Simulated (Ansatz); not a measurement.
# Pb (Fm-3m) in Ansatz: reference runs

Aim: a first look at Pb with PBEsol, on the cell as given and on a disturbed one.

All numbers are computed with Ansatz 0.2.0; they aren't measurements. Logs are shortened: lines on timing, memory, paths and dates and some standing lists are left out, and cuts for length are marked.

## (1) The structure

Symmetry: Fm-3m, No. 225, cubic system. The conventional cell has a = 4.950 Å, b = 4.950 Å, c = 4.950 Å, α = 90.00°, β = 90.00°, γ = 90.00°. Pb (site symmetry m-3m) has 12 Pb at 3.50 Å as nearest neighbours.

## (2) Single point, PBEsol

input.yaml

```yaml
crystal:
  lattice:
    - [0.0, 2.47502, 2.47502]
    - [2.47502, 0.0, 2.47502]
    - [2.47502, 2.47502, 0.0]
  atoms:
    - { symbol: Pb, position: [0.0, 0.0, 0.0] }
hamiltonian:
  xc: pbesol
  pseudopotentials: { kind: paw }
kpoints:
  mp_grid: { grid: [9, 9, 9] }
scf:
  occupations: { method: fermi_dirac, width: 0.05 }
output:
  forces: true
  stress: true
  eigenvalues: true
  write_density: true
  write_potential: true
  elf: true
  volumetric_format: npy
```

Potentials or basis: Ansatz PAW.

On the command line:

```sh
ansatz run input.yaml --threads 2 --pin off --max-ram 5632MiB --backend cpu --events-out ev --progress --plain --runs-dir out
```

Standard output:

```text
Warning: RAYON_NUM_THREADS=2 ignored (pool sized by the plan → 2); use --threads N
Engine: ansatz 0.2.0, aarch64-unknown-linux-gnu
Pseudopotentials: kind: paw
Pseudopotential: Pb, paw, valence charge 14, recommended cutoff 420 eV (normal), Pb.paw.azcp
Functional definition: PBEsol
  exchange = pbesol_x
  correlation = pbesol_c
Crystal: 1 atoms, lattice volume = 30.323 Å³
Basis set: ecut = 420 eV, 609 PW (Γ), exchange–correlation on 48×48×48 points (8 copies of the dense FFT grid, shifted against one another)
Bands: 11, of which v1, the nominal top of the filled ones, is band 7 counted from 1 (6 counted from 0)
Symmetry: 48 space group operations
Space group: Fm-3m (ITA 225), of the structure as read, at distance tolerance 3.1e-5 Å
k-points: 35 of 729
Non-local potential: Pb, projectors of the file, l = 0: 2, l = 1: 2, l = 2: 2, l = 3: 2
PAW form: soft (Blöchl's): semilocal exchange-correlation on the pseudo side does not see the compensation charge
PAW frozen core: Pb, regenerated for the run's functional, and the local potential with it (the file was generated under x = pbe(κ = 0.804, μ = 0.2195149727645171), c = pbe(β = 0.06672455060314922))
PAW one-centre angular grid: Pb, 590 points (default); XC on 64 Gauss nodes
Initial density: superposition of atomic densities (neutral atoms: chi_scale 0, normalization atom), corrected by the library's trained network
Initial wavefunctions: pseudopotential atomic-orbital guess
Functional: x = pbesol(κ = 0.804, μ = 0.12345679012345678), c = pbesol(β = 0.046)
SCF iter   1: F=—  HF=-11754.963304 eV  |F-HF|=—  |Δ(HF+E_count)|=         —  Δρ=1.94e-3  dr2=8.89e-4  ethr=1.77e-3  ⟨swp⟩=5.9  Hψ=2543  notcnv=0
preconditioner: auto → none  [insulator: Δε(μ)=0.230 eV  Ē_g=19.863 eV  σ=0.050 eV  W_gap=0.52  n_scr=8 (ndim 8)  ℏωp=25.2 eV  f_vac=0.000  D(μ)=0.39/eV (n_scr^D=0)  ε∞_Penn≈2.6]
SCF iter   2: F=—  HF=-11754.962510 eV  |F-HF|=—  |Δ(HF+E_count)|=   7.94e-4  Δρ=5.55e-4  dr2=5.97e-5  ethr=6.35e-6  ⟨swp⟩=2.8  Hψ=946  notcnv=0  defer=4
SCF iter   3: F=—  HF=-11754.962506 eV  |F-HF|=—  |Δ(HF+E_count)|=   4.53e-6  Δρ=7.77e-5  dr2=1.76e-6  ethr=4.27e-7  ⟨swp⟩=2.0  Hψ=610  notcnv=0  defer=4
SCF iter   4: F=—  HF=-11754.962507 eV  |F-HF|=—  |Δ(HF+E_count)|=   1.00e-6  Δρ=9.06e-5  dr2=2.18e-6  ethr=1.26e-8  ⟨swp⟩=2.0  Hψ=617  notcnv=0  defer=4
iter 5 did not close the SCF: its close was put off for the readings that it lacked (scf_convergence_deferred on its scf_iter line)
SCF iter   5: F=-11754.962505 eV  HF=-11754.962505 eV  |F-HF|=6.21e-8  |Δ(HF+E_count)|=   1.11e-6  Δρ=1.32e-5  dr2=5.15e-8  ethr=1.26e-8  ⟨swp⟩=2.0  Hψ=588  notcnv=0  defer=4
SCF iter   6: F=-11754.962505 eV  HF=-11754.962505 eV  |F-HF|=1.56e-9  |Δ(HF+E_count)|=   2.92e-8  Δρ=2.30e-6  dr2=1.20e-9  ethr=3.68e-10  ⟨swp⟩=6.8  Hψ=2456  notcnv=0
SCF 1 converged in 6 iterations: F = -11754.962505 eV  dr2 = 1.20e-9
SCF converged after 6 iterations
Free energy (F): -11754.962505 eV
Harris-Foulkes:  -11754.962505 eV  (|F-HF|=1.56e-9)
Internal energy: -11754.959408 eV  (E = F + TS)
E sigma→0 (E₀):  -11754.960957 eV
Entropy (-TS):   -0.003098 eV (-3.098 meV/atom)
Fermi energy:    10.632103 eV
--- Per-component energies (eV) ---
  E_band       = -38.590116
  E_kinetic    = 289.069926
  E_local      = -1016.820997  (includes V_loc(G=0)·N_el)
  E_nonlocal   = 351.635298
  E_hartree    = 402.835958
  E_xc         = -219.093236
  E_vxc        = -132.851895  (∫ρ·V_xc dr)
  E_paw        = -10255.588768  (= ΣΔE_a)
  E_vpaw       = -335.295760  (= ΣTr[D̂ρ^β])
  E_aug_tail   = 0.000049  (compensation charges beyond the density's cutoff)
  E_ewald      = -1307.059754
  E_core_change = 0.062117  (= ΣΔE_core)
  E_smearing   = -0.003098  (= −TS)
  E_closure    = -0.000000  (closes the sum)
  Σ components = -11754.962505   (vs F -11754.962505, Δ=0.00e0)
--- Forces (eV/Å), atoms counted from 1 ---
  atom   1  Pb    -0.00000000     0.00000000    -0.00000000
  max |Σ_I F_I| component: 1.81e-31 eV/Å
--- Stress (GPa, compression-positive) ---
       -0.613598       0.000000      -0.000000
       -0.000000      -0.613598      -0.000000
        0.000000       0.000000      -0.613598
  P = ⅓ Tr σ = -0.6136 GPa (-6.136 kbar)
--- Band table (eV; the first three rows and the last of 35) ---
  k-point 0: bands = ["-6.2215", "-6.2215", "-6.2215", "-6.0794", "-6.0794", "-0.9755", "18.1983", "18.1983", "18.1983", "20.5266", "22.1018"]
  k-point 1: bands = ["-6.2221", "-6.2049", "-6.2049", "-6.0795", "-6.0795", "-0.7374", "15.8257", "17.9155", "17.9155", "20.1383", "23.0749"]
  k-point 2: bands = ["-6.2275", "-6.1851", "-6.1851", "-6.0568", "-6.0568", "-0.0247", "12.3573", "17.3152", "17.3152", "19.7966", "22.6154"]
  k-point 34: bands = ["-6.2136", "-6.2000", "-6.1181", "-6.0262", "-5.9208", "3.9776", "8.9562", "9.9039", "11.5536", "21.0593", "22.1396"]
```

Run time: 1.1 s. Hardware: 2 threads of Arm Neoverse N1, shared host; peak memory 0.27 GiB.

Results:

* Free energy: -11754.9625 eV
* Pressure: -0.6 GPa
* Band gap on the k mesh: none (metal or under the smearing width)

Levels at points of the mesh, in eV from the Fermi level:
```tsv
k point	band 5	band 6	band 7	band 8	band 9	band 10
(0.00, 0.00, 0.00)	-16.71	-11.61	7.57	7.57	7.57	9.89
```

Caveat: the PAW data sets come from PBE, with cores solved anew for the run's functional, which leaves a small shift of forces and pressure.

## (3) Single point, PBEsol (cell strained at random at fixed volume)

input.yaml

```yaml
crystal:
  lattice:
    - [-0.006963, 2.469684, 2.448429]
    - [2.447587, -0.026983, 2.468449]
    - [2.453824, 2.495941, -0.03322]
  atoms:
    - { symbol: Pb, position: [-0.012365, 0.007087, 0.01656] }
hamiltonian:
  xc: pbesol
  pseudopotentials: { kind: paw }
kpoints:
  mp_grid: { grid: [9, 9, 9] }
scf:
  occupations: { method: fermi_dirac, width: 0.05 }
output:
  forces: true
  stress: true
  eigenvalues: true
```

Potentials or basis: Ansatz PAW.

On the command line:

```sh
ansatz run input.yaml --threads 2 --pin off --max-ram 5632MiB --backend cpu --events-out ev --progress --plain --runs-dir out
```

Standard output:

```text
Warning: RAYON_NUM_THREADS=2 ignored (pool sized by the plan → 2); use --threads N
Engine: ansatz 0.2.0, aarch64-unknown-linux-gnu
Pseudopotentials: kind: paw
Pseudopotential: Pb, paw, valence charge 14, recommended cutoff 420 eV (normal), Pb.paw.azcp
Functional definition: PBEsol
  exchange = pbesol_x
  correlation = pbesol_c
Crystal: 1 atoms, lattice volume = 30.323 Å³
Basis set: ecut = 420 eV, 587 PW (Γ), exchange–correlation on 48×48×48 points (8 copies of the dense FFT grid, shifted against one another)
Bands: 11, of which v1, the nominal top of the filled ones, is band 7 counted from 1 (6 counted from 0)
Symmetry: 2 space group operations
Space group: P-1 (ITA 2), of the structure as read, at distance tolerance 3.1e-5 Å
k-points: 365 of 729
Non-local potential: Pb, projectors of the file, l = 0: 2, l = 1: 2, l = 2: 2, l = 3: 2
PAW form: soft (Blöchl's): semilocal exchange-correlation on the pseudo side does not see the compensation charge
PAW frozen core: Pb, regenerated for the run's functional, and the local potential with it (the file was generated under x = pbe(κ = 0.804, μ = 0.2195149727645171), c = pbe(β = 0.06672455060314922))
PAW one-centre angular grid: Pb, 590 points (default); XC on 64 Gauss nodes
Initial density: superposition of atomic densities (neutral atoms: chi_scale 0, normalization atom), corrected by the library's trained network
Initial wavefunctions: pseudopotential atomic-orbital guess
Functional: x = pbesol(κ = 0.804, μ = 0.12345679012345678), c = pbesol(β = 0.046)
SCF iter   1: F=—  HF=-11754.961471 eV  |F-HF|=—  |Δ(HF+E_count)|=         —  Δρ=1.93e-3  dr2=8.91e-4  ethr=1.77e-3  ⟨swp⟩=5.9  Hψ=27085  notcnv=0
preconditioner: auto → none  [metal: Δε(μ)=0.025 eV  Ē_g=19.857 eV  σ=0.050 eV  W_gap=0.13  n_scr=8 (ndim 8)  ℏωp=25.2 eV  f_vac=0.000  D(μ)=0.39/eV (n_scr^D=0)  sad-step TF]
SCF iter   2: F=—  HF=-11754.960800 eV  |F-HF|=—  |Δ(HF+E_count)|=   6.71e-4  Δρ=1.20e-3  dr2=3.80e-4  ethr=6.36e-6  ⟨swp⟩=2.6  Hψ=9451  notcnv=0  defer=6
SCF iter   3: F=—  HF=-11754.960692 eV  |F-HF|=—  |Δ(HF+E_count)|=   1.08e-4  Δρ=6.28e-4  dr2=9.64e-5  ethr=2.72e-6  ⟨swp⟩=2.0  Hψ=6580  notcnv=0  defer=6
SCF iter   4: F=—  HF=-11754.960647 eV  |F-HF|=—  |Δ(HF+E_count)|=   4.57e-5  Δρ=1.47e-4  dr2=5.05e-6  ethr=6.89e-7  ⟨swp⟩=2.3  Hψ=6588  notcnv=0  defer=6
iter 5 did not close the SCF: its close was put off for the readings that it lacked (scf_convergence_deferred on its scf_iter line)
SCF iter   5: F=-11754.960644 eV  HF=-11754.960644 eV  |F-HF|=2.27e-8  |Δ(HF+E_count)|=   2.15e-6  Δρ=1.75e-5  dr2=5.69e-8  ethr=3.61e-8  ⟨swp⟩=2.0  Hψ=6282  notcnv=0  defer=6
SCF iter   6: F=-11754.960644 eV  HF=-11754.960644 eV  |F-HF|=2.55e-9  |Δ(HF+E_count)|=   2.58e-9  Δρ=2.53e-6  dr2=2.56e-9  ethr=4.06e-10  ⟨swp⟩=4.0  Hψ=20124  notcnv=0
SCF 1 converged in 6 iterations: F = -11754.960644 eV  dr2 = 2.56e-9
SCF converged after 6 iterations
Free energy (F): -11754.960644 eV
Harris-Foulkes:  -11754.960644 eV  (|F-HF|=2.55e-9)
Internal energy: -11754.957430 eV  (E = F + TS)
E sigma→0 (E₀):  -11754.959037 eV
Entropy (-TS):   -0.003215 eV (-3.215 meV/atom)
Fermi energy:    10.637466 eV
--- Per-component energies (eV) ---
  E_band       = -38.590367
  E_kinetic    = 289.077314
  E_local      = -1016.957880  (includes V_loc(G=0)·N_el)
  E_nonlocal   = 351.635228
  E_hartree    = 402.901714
  E_xc         = -219.095720
  E_vxc        = -132.855109  (∫ρ·V_xc dr)
  E_paw        = -10255.588594  (= ΣΔE_a)
  E_vpaw       = -335.295378  (= ΣTr[D̂ρ^β])
  E_aug_tail   = 0.000046  (compensation charges beyond the density's cutoff)
  E_ewald      = -1306.991654
  E_core_change = 0.062117  (= ΣΔE_core)
  E_smearing   = -0.003215  (= −TS)
  E_closure    = 0.000000  (closes the sum)
  Σ components = -11754.960644   (vs F -11754.960644, Δ=0.00e0)
--- Forces (eV/Å), atoms counted from 1 ---
  atom   1  Pb     0.00000000     0.00000000     0.00000000
  max |Σ_I F_I| component: 0.00e0 eV/Å
--- Stress (GPa, compression-positive) ---
       -0.387231      -0.009076       0.167275
       -0.009076      -0.770220       0.722930
        0.167275       0.722930      -0.596035
  P = ⅓ Tr σ = -0.5845 GPa (-5.845 kbar)
--- Band table (eV; the first three rows and the last of 365) ---
  k-point 0: bands = ["-6.2396", "-6.2159", "-6.2105", "-6.0863", "-6.0713", "-0.9764", "17.9618", "18.1622", "18.4503", "20.5590", "22.0311"]
  k-point 1: bands = ["-6.2345", "-6.2063", "-6.1969", "-6.0840", "-6.0709", "-0.7432", "15.6137", "17.8948", "18.1420", "20.2410", "23.0654"]
  k-point 2: bands = ["-6.2347", "-6.1944", "-6.1803", "-6.0552", "-6.0514", "-0.0463", "12.1932", "17.3698", "17.5062", "19.9264", "22.6264"]
  k-point 364: bands = ["-6.2296", "-6.2023", "-6.1928", "-5.9628", "-5.9548", "2.8567", "6.8803", "14.5725", "15.6665", "18.9222", "21.3916"]
```

It took 5.4 s on 2 threads of Arm Neoverse N1, shared host; peak memory 0.39 GiB.

What came out:

```
Free energy            : -11754.9606 eV
Pressure               : -0.6 GPa
Band gap on the k mesh : none (metal or under the smearing width)
```

Caveat: the PAW data sets come from PBE, with cores solved anew for the run's functional, which leaves a small shift of forces and pressure. The run has no spin-orbit coupling, so splittings on Pb are missing.
